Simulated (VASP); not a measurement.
**ZnSe (F-43m) under biaxial strain in the (111) plane**

Wanted: the response of ZnSe to biaxial strain in the (111) plane, as a table, with a fit that predicts a row left out.

Method: LDA; plane waves and PAW (Zn, Se), in the first sound run; inputs show where later runs differ, in VASP 6.6.1.

### Step 1. Starting point

The structure is cubic, space group F-43m (No. 216). The conventional cell has a = 5.668 Å, b = 5.668 Å, c = 5.668 Å, α = 90.00°, β = 90.00°, γ = 90.00°. Nearest to Zn lie 4 Se at 2.45 Å. Se has 4 Zn at 2.45 Å nearest. Farther neighbours and most contacts between anions are not listed.

### Step 2. Relax the crystal, LDA

The series starts from the cell that this level prefers, so that zero strain is near zero stress.

This step took 2 runs in a row; the last is shown.

Level: LDA; plane waves and PAW (Zn, Se).

INCAR

```
SYSTEM = ZnSe
PREC = Accurate
ENCUT = 450
EDIFF = 1E-07
NELM = 120
ISMEAR = 0
SIGMA = 0.02
LREAL = .FALSE.
ALGO = Normal
GGA = CA
NBANDS = 15
LASPH = .TRUE.
LORBIT = 11
LWAVE = .FALSE.
LCHARG = .FALSE.
KPAR = 16
IBRION = 2
NSW = 40
ISIF = 3
EDIFFG = -0.005
POTIM = 0.4
```

POSCAR

```
ZnSe
1.0
    0.0000000000      2.7878715480      2.7878715480
    2.7878715480      0.0000000000      2.7878715480
    2.7878715480      2.7878715480      0.0000000000
Zn Se
1 1
Direct
    0.0000000000      0.0000000000      0.0000000000
    0.2500000000      0.2500000000      0.2500000000
```

KPOINTS

```
Automatic mesh
0
Gamma
9 9 9
0 0 0
```

PAW data sets: Zn and Se (LDA family, release 64).

Command:

```
$ mpirun -np 16 vasp_std
```

What it wrote:

```text
[banner, memory and clock lines left out]
running   16 mpi-ranks, on    1 nodes
[...]
|                                                                             |
|           W    W    AA    RRRRR   N    N  II  N    N   GGGG   !!!           |
|           W    W   A  A   R    R  NN   N  II  NN   N  G    G  !!!           |
|           W    W  A    A  R    R  N N  N  II  N N  N  G       !!!           |
|           W WW W  AAAAAA  RRRRR   N  N N  II  N  N N  G  GGG   !            |
|           WW  WW  A    A  R   R   N   NN  II  N   NN  G    G                |
|           W    W  A    A  R    R  N    N  II  N    N   GGGG   !!!           |
|                                                                             |
|     For optimal performance we recommend to set                             |
|       NCORE = 2 up to number-of-cores-per-socket                            |
|     NCORE specifies how many cores store one orbital (NPAR=cpu/NCORE).      |
|     This setting can greatly improve the performance of VASP for DFT.       |
[...]
DAV:  11    -0.737219246222E+01    0.73456E-05   -0.15887E-05  1582   0.644E-02    0.445E-03
DAV:  12    -0.737219250256E+01   -0.40342E-07   -0.25748E-06  1246   0.119E-02    0.120E-03
DAV:  13    -0.737219252548E+01   -0.22917E-07   -0.85885E-08   826   0.260E-03
   1 F= -.73721925E+01 E0= -.73721925E+01  d E =-.737219E+01
[...]
N       E                     dE             d eps       ncg     rms          rms(c)
DAV:   1    -0.737226729196E+01   -0.74789E-04   -0.82086E-04  1295   0.589E-01    0.600E-02
DAV:   2    -0.737220458417E+01    0.62708E-04   -0.19879E-04  1302   0.390E-01    0.219E-02
DAV:   3    -0.737219692448E+01    0.76597E-05   -0.70831E-06  1177   0.297E-02    0.106E-02
DAV:   4    -0.737219484676E+01    0.20777E-05   -0.12279E-06  1344   0.156E-02    0.400E-03
DAV:   5    -0.737219458860E+01    0.25816E-06   -0.22737E-07   846   0.860E-03    0.361E-04
DAV:   6    -0.737219459507E+01   -0.64701E-08   -0.95841E-08   634   0.347E-03
   2 F= -.73721946E+01 E0= -.73721946E+01  d E =-.206959E-05
 trial-energy change:   -0.000002  1 .order   -0.000003   -0.000006    0.000000
 step:   0.8166(harm=  0.9417)  dis= 0.00000  next Energy=    -7.372195 (dE=-0.211E-05)
 reached required accuracy - stopping structural energy minimisation
```

Elapsed: 4.8 s, on 16 MPI ranks of Intel Xeon 6975P-C (Granite Rapids), shared host; peak memory 2.6 GiB; 63 s of CPU time.

Lines that name or quote the potential files are left out of all logs, and their timing lines are given in words.

Parts of OUTCAR (step 2):

```text
  Total        0.0006529      0.0006529      0.0006529      0.0000000     -0.0000000      0.0000000
  in kB        0.0241518      0.0241518      0.0241518      0.0000000     -0.0000000      0.0000000
  external PRESSURE =       0.0241518 kB  Pullay stress =       0.0000000 kB

 POSITION                                       TOTAL-FORCE (eV/Angst)
 -----------------------------------------------------------------------------------
      0.00000      0.00000      0.00000         0.000000      0.000000      0.000000
      1.39365      1.39365      1.39365        -0.000000     -0.000000     -0.000000
 -----------------------------------------------------------------------------------
    total drift:                                0.000001      0.000001      0.000001

  FREE ENERGIE OF THE ION-ELECTRON SYSTEM (eV)
  ---------------------------------------------------
  free  energy   TOTEN  =        -7.3721945951 eV

  energy  without entropy=       -7.3721945951  energy(sigma->0) =       -7.37219460

 reached required accuracy - stopping structural energy minimisation

[... 3 further parts left out ...]
[key lines of the parts left out:]
E-fermi :   2.0449
```

Numbers from this step:

| Property | Result |
| --- | --- |
| energy(sigma→0) of the program | -7.3722 eV |
| stress, compression positive | 0.00 along [111], 0.00 across it (mean), GPa |
| volume | 43.309 Å³ |
| ionic steps | 2 |

### Step 3. Strain along the normal, LDA

One member in full: the plane is strained by -1 %, and the strain along the normal is moved by secant steps until the normal stress is under 0.012 GPa or five steps are spent; the atoms relax at each step.

This step took 3 runs, each at a new trial strain with the atoms of the one before; the last is shown.

Level: LDA; plane waves and PAW (Zn, Se); cell typed or built by script.

INCAR, as its differences from that of step 2:

```diff
@@ -15,7 +15,7 @@
 LCHARG = .FALSE.
-KPAR = 16
-IBRION = 2
-NSW = 40
-ISIF = 3
-EDIFFG = -0.005
-POTIM = 0.4
+KPAR = 4
+IBRION = 1
+NSW = 25
+ISIF = 2
+EDIFFG = -0.004
+POTIM = 0.3
```

POSCAR

```
ZnSe
1.0
    0.0314154600      2.7908464090      2.7908464090
    2.7908464090      0.0314154600      2.7908464090
    2.7908464090      2.7908464090      0.0314154600
Zn Se
1 1
Direct
    0.0011129265      0.0011129265      0.0011129265
    0.2488870735      0.2488870735      0.2488870735
```

KPOINTS is that of step 2.

Command:

```
$ mpirun -np 4 vasp_std
```

What it wrote:

```text
[banner, memory and clock lines left out]
running    4 mpi-ranks, on    1 nodes
[...]
LDA part: xc-table for (Slater(with rela. corr.)+CA(PZ))
 , standard interpolation
 POSCAR, INCAR and KPOINTS ok, starting setup
[...]
entering main loop
       N       E                     dE             d eps       ncg     rms          rms(c)
DAV:   1     0.822487895510E+02    0.82249E+02   -0.82374E+03  2550   0.127E+03
DAV:   2    -0.255286161680E+01   -0.84802E+02   -0.80041E+02  2830   0.246E+02
DAV:   3    -0.764046915931E+01   -0.50876E+01   -0.50681E+01  3152   0.620E+01
DAV:   4    -0.768149338302E+01   -0.41024E-01   -0.41019E-01  2984   0.596E+00
[...]
DAV:  11    -0.736789697757E+01    0.83504E-05   -0.17713E-05  3895   0.674E-02    0.469E-03
DAV:  12    -0.736789700166E+01   -0.24090E-07   -0.28959E-06  3040   0.130E-02    0.120E-03
DAV:  13    -0.736789702438E+01   -0.22715E-07   -0.11014E-07  2140   0.291E-03
   1 F= -.73678970E+01 E0= -.73678970E+01  d E =-.736790E+01
 BRION: g(F)=  0.473E-05 g(S)=  0.000E+00
[...]
N       E                     dE             d eps       ncg     rms          rms(c)
DAV:   1    -0.736790048353E+01   -0.34819E-05   -0.39891E-04  2753   0.147E-01    0.344E-03
DAV:   2    -0.736790087699E+01   -0.39347E-06   -0.42712E-06  2942   0.161E-02    0.146E-03
DAV:   3    -0.736790086818E+01    0.88125E-08   -0.19169E-08  2220   0.145E-03
   2 F= -.73679009E+01 E0= -.73679009E+01  d E =-.384380E-05
 BRION: g(F)=  0.183E-05 g(S)=  0.000E+00 retain N=  1 mean eig= 2.65
 eig:   2.649
[...]
N       E                     dE             d eps       ncg     rms          rms(c)
DAV:   1    -0.736790226773E+01   -0.13907E-05   -0.10834E-03  2732   0.242E-01    0.562E-03
DAV:   2    -0.736790332522E+01   -0.10575E-05   -0.11469E-05  2949   0.265E-02    0.246E-03
DAV:   3    -0.736790330158E+01    0.23639E-07   -0.52215E-08  2409   0.248E-03
   3 F= -.73679033E+01 E0= -.73679033E+01  d E =-.243340E-05
 BRION: g(F)=  0.274E-13 g(S)=  0.000E+00 retain N=  1 mean eig= 2.65
 eig:   2.649
 reached required accuracy - stopping structural energy minimisation
```

The job ended after 15 s (4 MPI ranks; peak memory 0.66 GiB; 57 s of CPU time).

From OUTCAR (step 3):

```text
  Total        0.2607507      0.2607507      0.2607507     -0.1314684     -0.1314684     -0.1314684
  in kB        9.7744792      9.7744792      9.7744792     -4.9282130     -4.9282130     -4.9282130
  external PRESSURE =       9.7744792 kB  Pullay stress =       0.0000000 kB

 POSITION                                       TOTAL-FORCE (eV/Angst)
 -----------------------------------------------------------------------------------
      0.00585      0.00585      0.00585         0.000000      0.000000      0.000000
      1.39743      1.39743      1.39743        -0.000000     -0.000000     -0.000000
 -----------------------------------------------------------------------------------
    total drift:                               -0.000118     -0.000118     -0.000118

  FREE ENERGIE OF THE ION-ELECTRON SYSTEM (eV)
  ---------------------------------------------------
  free  energy   TOTEN  =        -7.3679033016 eV

  energy  without entropy=       -7.3679033016  energy(sigma->0) =       -7.36790330

[... 1 part as in an earlier step ...]

[... 3 further parts left out ...]
[key lines of the parts left out:]
E-fermi :   2.2487
```

Numbers from this step:

| Quantity | Value |
| --- | --- |
| energy(sigma→0) of the program | -7.3679 eV |
| stress, compression positive | -0.01 along [111], 1.47 across it (mean), GPa |
| ionic steps | 3 |

### Step 4. Band edges, HSE06

Short lines in KPOINTS_OPT sample the zone centre along and across the normal of the plane, for masses, and the other valleys.

Level: HSE06; plane waves and PAW (Zn, Se); cell typed or built by script.

INCAR

```
SYSTEM = ZnSe
PREC = Accurate
ENCUT = 450
EDIFF = 1E-06
NELM = 100
ISMEAR = 0
SIGMA = 0.02
LREAL = .FALSE.
ALGO = Normal
LHFCALC = .TRUE.
AEXX = 0.25
GGA = PE
HFSCREEN = 0.2
LASPH = .TRUE.
NBANDS = 14
PRECFOCK = Fast
LWAVE = .FALSE.
LCHARG = .FALSE.
KPAR = 4
```

POSCAR

```
ZnSe
1.0
    0.0314154600      2.7908464090      2.7908464090
    2.7908464090      0.0314154600      2.7908464090
    2.7908464090      2.7908464090      0.0314154600
Zn Se
1 1
Direct
    0.0010416444      0.0010416444      0.0010416444
    0.2489583556      0.2489583556      0.2489583556
```

KPOINTS

```
Automatic mesh
0
Gamma
5 5 5
0 0 0
```

KPOINTS_OPT

```
Line mode
6
Line-mode
Reciprocal
  0.00000000   0.00000000   0.00000000
  0.02578891   0.02578891   0.02578891

  0.00000000   0.00000000   0.00000000
 -0.01552725   0.01552725  -0.00000000

  0.31000000   0.31000000   0.00000000
  0.50000000   0.50000000   0.00000000

  0.00000000   0.31000000   0.31000000
  0.00000000   0.50000000   0.50000000

  0.45000000   0.45000000   0.45000000
  0.50000000   0.50000000   0.50000000

  0.45000000   0.00000000   0.00000000
  0.50000000   0.00000000   0.00000000

  0.42500000   0.42500000   0.00000000
  0.42525000   0.44720885   0.02220885

  0.50000000   0.50000000   0.50000000
  0.48447275   0.51552725   0.50000000
```

Command:

```
$ mpirun -np 4 vasp_std
```

What it wrote:

```text
[banner, memory and clock lines left out]
running    4 mpi-ranks, on    1 nodes
[...]
|                                                                             |
|               ----> ADVICE to this user running VASP <----                  |
|                                                                             |
|     You enforced a specific xc type in the INCAR file but a different       |
|     [... a line on the potential file left out ...]
|     I HOPE YOU KNOW WHAT YOU ARE DOING!                                     |
|                                                                             |

 LDA part: xc-table for (Slater+PW92), standard interpolation
 found WAVECAR, reading the header
 POSCAR, INCAR and KPOINTS ok, starting setup
[...]
reading WAVECAR
 the WAVECAR file was read successfully
 initial charge from wavefunction
 entering main loop
       N       E                     dE             d eps       ncg     rms          rms(c)
DAV:   1    -0.743078833482E+01   -0.74308E+01   -0.13875E+00   686   0.335E+01    0.291E+00
DAV:   2    -0.738455033453E+01    0.46238E-01   -0.29310E-01   634   0.120E+01    0.154E+00
DAV:   3    -0.738367923478E+01    0.87110E-03   -0.30409E-02   670   0.313E+00    0.974E-01
DAV:   4    -0.738292785444E+01    0.75138E-03   -0.26731E-03   580   0.711E-01    0.581E-01
[...]
DAV:   8    -0.738265673156E+01    0.55962E-05   -0.34113E-06   586   0.151E-02    0.564E-02
DAV:   9    -0.738265530633E+01    0.14252E-05   -0.12515E-06   500   0.926E-03    0.301E-02
DAV:  10    -0.738265465004E+01    0.65629E-06   -0.52019E-07   392   0.619E-03
   1 F= -.73826547E+01 E0= -.73826547E+01  d E =-.140018E-33
 Start KPOINTS_OPT (optional k-point list driver)
k-point batch [1-19\48]
       N       E                     dE             ncg
DAV:   1     0.526127152918E+03   -0.34644E+04      532
DAV:   2    -0.149248207505E+04   -0.20186E+04      550
DAV:   3    -0.165343048086E+04   -0.16095E+03      658
DAV:   4    -0.165699342084E+04   -0.35629E+01      616
DAV:   5    -0.165701730398E+04   -0.23883E-01      658
DAV:   6    -0.165701750618E+04   -0.20220E-03      622
DAV:   7    -0.165701750841E+04   -0.22307E-05      478
DAV:   8    -0.165701750855E+04   -0.13378E-06      464
[...]
k-point batch [39-48\48]
       N       E                     dE             ncg
DAV:   1     0.546645226547E+04   -0.52067E+04      280
DAV:   2     0.437682651990E+04   -0.10896E+04      286
DAV:   3     0.430533839940E+04   -0.71488E+02      358
DAV:   4     0.430414951733E+04   -0.11889E+01      334
DAV:   5     0.430414090312E+04   -0.86142E-02      340
DAV:   6     0.430414083991E+04   -0.63212E-04      340
DAV:   7     0.430414083928E+04   -0.62767E-06      232
```

It took 4.4 min on 4 MPI ranks; peak memory 1.1 GiB; 17 min of CPU time.

From OUTCAR (step 4):

```text
  LATTYP: Found a trigonal (rhomboedric) cell.
 ALAT       =     3.9469778677
 COS(alpha) =     0.5112242176

 Subroutine GETGRP returns: Found  6 space group operations
 (whereof  6 operations were pure point group operations)

The static configuration has the point symmetry C_3v.

 Found     19 irreducible k-points:

   k-points           NKPTS =     19   k-points in BZ     NKDIM =    125   number of bands    NBANDS=     14

   dimension x,y,z NGX =    28 NGY =   28 NGZ =   28
   dimension x,y,z NGXF=    56 NGYF=   56 NGZF=   56

   ENCUT  =  450.0 eV  33.07 Ry    5.75 a.u.   6.83  6.83  6.83*2*pi/ulx,y,z

   NELECT =      18.0000    total number of electrons

  exchange ACFDT corr.  =         0.00000000  see jH, gK, PRB 81, 115126

 E-fermi :   1.9122

 k-point     1 :       0.0000    0.0000    0.0000
  band No.  band energies     occupation
    ...
      5      -6.3386      2.00000
      6      -6.3386      2.00000
      7       1.6261      2.00000
      8       1.7457      2.00000
      9       1.7457      2.00000
     10       4.4178      0.00000
     11       8.5273      0.00000
     12       8.7488      0.00000
     13       8.7488      0.00000
     14      13.3213      0.00000

 k-point     2 :       0.2000   -0.0000   -0.0000
  band No.  band energies     occupation
    ...
      5      -6.3415      2.00000
      6      -6.3398      2.00000
      7      -0.8692      2.00000
      8       1.2420      2.00000
      9       1.3400      2.00000
     10       5.7251      0.00000
     11       9.0817      0.00000
     12       9.2158      0.00000
     13       9.3091      0.00000
     14      13.2736      0.00000

 POSITION                                       TOTAL-FORCE (eV/Angst)
 -----------------------------------------------------------------------------------
      0.00585      0.00585      0.00585         0.007757      0.007757      0.007757
      1.39743      1.39743      1.39743        -0.007757     -0.007757     -0.007757
 -----------------------------------------------------------------------------------
    total drift:                               -0.000094     -0.000129     -0.000086

  FREE ENERGIE OF THE ION-ELECTRON SYSTEM (eV)
  ---------------------------------------------------
  free  energy   TOTEN  =        -7.3826546500 eV

  energy  without entropy=       -7.3826546500  energy(sigma->0) =       -7.38265465

[... 1 part as in an earlier step ...]

[... 7 further parts left out ...]
```

Numbers from this step:

```
energy(sigma→0) of the program : -7.3827 eV
```

### Step 5. The table

Hybrid runs start from orbitals of a short LDA run, not shown.

Runs beyond LDA use the data sets made with LDA; this shifts their levels slightly, and their total energies have another zero.

The other members went through these steps as far as the tables show, with the same cutoff and, step by step, the same mesh; 44 runs are not shown. The session took 3.1 core hours (wall time by ranks) on a shared machine.

```csv
in-plane strain (%),strain along the normal (%),"in-plane stress, tension positive (GPa)",energy above the unstrained row (meV/atom),"gap on the mesh, LDA (eV)"
-2.000,1.386,-3.017,8.330,1.284
-1.500,1.033,-2.238,4.707,1.288
-1.000,0.691,-1.470,2.129,1.287
-0.500,0.346,-0.721,0.577,1.282
0,0.000,-0.004,0.000,1.274
0.500,-0.339,0.695,0.391,1.211
1.000,-0.668,1.380,1.715,1.149
1.500,-0.982,2.046,3.957,1.091
2.000,-1.301,2.688,7.096,1.034
```

Slopes at zero strain, from cubics through all rows: strain ratio -0.679, stress over strain 142 GPa.

Band edges at HSE06, counted from the valence-band top at Γ, with one row partly withheld:

```csv
in-plane strain (%),gap (eV),conduction band at Γ (eV),Δ or X valley along z (eV),Δ or X valley along x (eV),"lowest conduction level at L, [111] (eV)","lowest conduction level at L, [-111] (eV)",second valence level below the top (eV),third valence level below the top (eV)
-2.000,2.668,2.668,3.570,3.570,4.040,3.646,0.000,0.255
-1.500,2.673,2.673,3.630,3.630,?,3.683,0.000,0.185
-1.000,2.672,2.672,3.684,3.684,3.908,3.717,0.000,0.120
-0.500,2.666,2.666,3.729,3.729,3.843,3.748,0.000,0.059
0,2.656,2.656,3.768,3.768,3.778,3.778,0.000,0.000
0.500,2.588,2.588,3.745,3.745,3.660,3.751,0.054,0.054
1.000,2.521,2.521,3.719,3.719,3.549,3.727,0.104,0.104
1.500,2.455,2.455,3.691,3.691,3.444,3.704,0.147,0.147
2.000,2.389,2.389,3.660,3.660,3.343,3.682,0.189,0.189
```

Conduction masses, in electron masses:

```csv
in-plane strain (%),"conduction mass at Γ, along the strain axis or the normal of the plane","conduction mass at Γ, across the strain axis or in the plane"
-2.000,0.126,0.149
-1.500,0.130,0.146
-1.000,0.133,0.144
-0.500,0.136,0.141
0,0.138,0.139
0.500,0.140,0.136
1.000,0.142,0.134
1.500,0.144,0.132
2.000,0.145,0.130
```

### Step 6. A fit to the known rows

The quantity to fit is the splitting of the lowest conduction levels at the L points ([111] less [-111]) at HSE06: 0.394, 0.191, 0.095, 0.000, -0.091, -0.178, -0.259, -0.339 eV in the rows shown.

A least-squares parabola through the 8 rows shown, with d the strain along the axis less the strain across it, in %: E = 0.002026 d² + 0.1096 d − 1.08e-4 (eV), r.m.s. residual 4.9e-4 eV.

For the withheld row, d = 2.533, the fit gives 0.2904 eV.

### Step 7. The withheld row

The calculation gives 0.2902 eV, so the prediction is 0.0002 eV too high.

The splitting is Ξu times 8/9 of d, with d as a fraction, so the linear term gives Ξu = 12.3 eV.

### Step 8. Results

```
ratio of normal to in-plane strain                                  : -0.679
biaxial modulus                                                     : 142 GPa
gap of the unstrained cell, HSE06                                   : 2.66 eV
shear deformation potential Ξu of the lowest conduction levels at L : 12.3 eV
error of the predicted row                                          : 0.2 meV
```

As a check, the curvature of the energy gives 142 GPa for the same modulus (energy per volume = M × strain²), 0 % from the slope of the stress. At HSE06 the lowest conduction valley is Γ throughout, and the gap runs between 2.39 and 2.67 eV. Hole masses are left out throughout, since the top bands are degenerate or cross in many series; of conduction masses, those of the Γ, L and (for Si and Ge under (001) strain) Δ valleys are kept where they change by under an eighth between rows. HSE06 ran on a coarser mesh than the semilocal levels. Spin-orbit coupling is left out at HSE06, so the valence splittings there lack it. Δ or X levels are the lowest on their line, refined by a parabola unless they lie at X; the gap is read from all points sampled and can differ from the lowest valley by some meV, or by tens of meV where strain moves the valence top off Γ. Temperature, zero-point motion and excitons are left out.

[Lines on the potential files, build, host, timing and source positions are cut from VASP's logs without a mark.]

[Logs are printed without paths, hosts, clocks, repeated set-up lines and the standing remarks that a program may print on its own settings, such as how far it seeks lower states.]

[Hosts, paths, dates, database ids (printed as entryN), source tags and the programs' standing remarks are cut or masked in the printed files.]

[In band tables of VASP the shares of atoms and orbitals are scaled to a sum of 1 inside the atoms' spheres.]
